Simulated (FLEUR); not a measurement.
# Ta2N: equation of state with PBE

Crystal: Ta2N.

```
Ta N
1.0
     3.11286    0.00000    0.00000
    -1.55643    2.69582    0.00000
     0.00000    0.00000    4.86984
Ta N
2 1
Direct
  0.33333 0.66667 0.25471
  0.66667 0.33333 0.74529
  0.00000 0.00000 0.00000
```

The cell comes from a database or a generator and needn't be the stable form of this composition.

* Program: FLEUR MaX-R8.1 (patched build s14)
* Task: equation of state
* Functional: PBE
* Potentials or basis: all-electron
* Basis: FLAPW
* Kmax: 4.93 1/bohr
* k mesh: 10 × 10 × 6
* Occupations: fermi-dirac, width 0.05 eV
* Spin: no spin polarisation
* Gmax: 15.3 1/bohr
* Muffin-tin radii: Ta 2.29, N 1.42 bohr
* lmax: Ta 9, N 8
* Local orbitals a species: Ta 4, N 3

```
Equilibrium volume                        : 13.57 Å³/atom
Bulk modulus at fixed shape and positions : 279 GPa
Pressure derivative of the bulk modulus   : 4.3
```

Energy against volume, from the lowest point:
| volume (Å³/atom) | energy (meV/atom) |
| --- | --- |
| 12.805 | 41.33 |
| 13.077 | 16.38 |
| 13.350 | 3.02 |
| 13.622 | 0.00 |
| 13.895 | 6.29 |
| 14.167 | 21.09 |
| 14.439 | 43.36 |

Caveat: the cell was scaled at fixed shape and fractional positions, which overstates the stiffness of a crystal with free parameters, most of all of layers and chains. Spin-orbit coupling is left out, which matters for the levels of Ta.
